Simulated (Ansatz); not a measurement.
# Quick settings and what they miss: BeO (P6_3mc, 12 atoms in the cell)

Self-consistent single point.

```
BeO
1.0
    2.76364     0.00000     0.00000
   -1.38182     2.39338     0.00000
    0.00000     0.00000    13.56106
Be O
6 6
Direct
  0.00000   0.00000   0.00000
  0.00000   0.00000   0.50000
  0.66667   0.33333   0.83325
  0.33333   0.66667   0.33325
  0.66667   0.33333   0.16650
  0.33333   0.66667   0.66650
  0.00000   0.00000   0.87460
  0.00000   0.00000   0.37460
  0.66667   0.33333   0.70785
  0.33333   0.66667   0.20785
  0.66667   0.33333   0.04150
  0.33333   0.66667   0.54150
```

Method: PBE, PAW files (plane waves; Ansatz, a quantum-chemistry and plane-wave program).

Base settings: basis.ecutwfc = 420 eV; kpoints.mp_grid.grid = 9 9 2; hamiltonian.xc = pbe; hamiltonian.pseudopotentials = {kind: paw} (the program's default PAW files); scf.occupations.method = cold; scf.occupations.width = 0.1 eV.

Tight run (finer mesh or higher cutoff; not a proven limit): basis.ecutwfc: 420 eV → 590 eV; kpoints.mp_grid.grid: 9 9 2 → 13 13 3; scf.convergence.dr2_threshold: default (1e-07 eV) → 1e-09 eV. It gave top of the valence band (on the code's own zero) 4.99 eV; gap on the k-point mesh 6.77 eV; pressure -12.08 GPa; largest force (vector length) 0.067 eV/Å.

Quick runs, as changes from the base:
- A: the base itself
- B: basis.ecutwfc: 420 eV → 335 eV; kpoints.mp_grid.grid: 9 9 2 → 6 6 6

Gaps are read on each run's own mesh, which may miss the band edges.

The count of work is k-points × plane waves × bands × iterations; it is no time. 

Pressures in the table are Ansatz's without its Pulay estimate, at a fixed set of plane waves; the tight run's value above holds the estimate.

The starting cell was generated: these elements placed on a structure prototype, without a prior relaxation; it need not be a known phase or ordering of this composition. Its lattice was rescaled by a random factor within 2.5 % of one. In the base run, with a pressure of about -12 GPa the cell is away from its equilibrium volume at this level.

```
run  energy less tight (meV/atom)  pressure less tight (GPa)  gap on the mesh less tight (eV)  count of work / tight
---  ----------------------------  -------------------------  -------------------------------  ---------------------
A                             1.6                      -0.43                            0.000                   0.29
B                            55.6                      -9.24                           -0.040                   0.23
```

Among the runs at the tight run's level, the energy misses run from 1.6 to 55.6 meV/atom.

Left out of this page: 1 run of the series outside the window shown, repeating another row's setting, or not comparable; 2 runs of the series unsound by tests on forces, stress, charge or solver warnings; 1 run of the series with a known weakness of the program.

Keys are those of Ansatz 0.2.
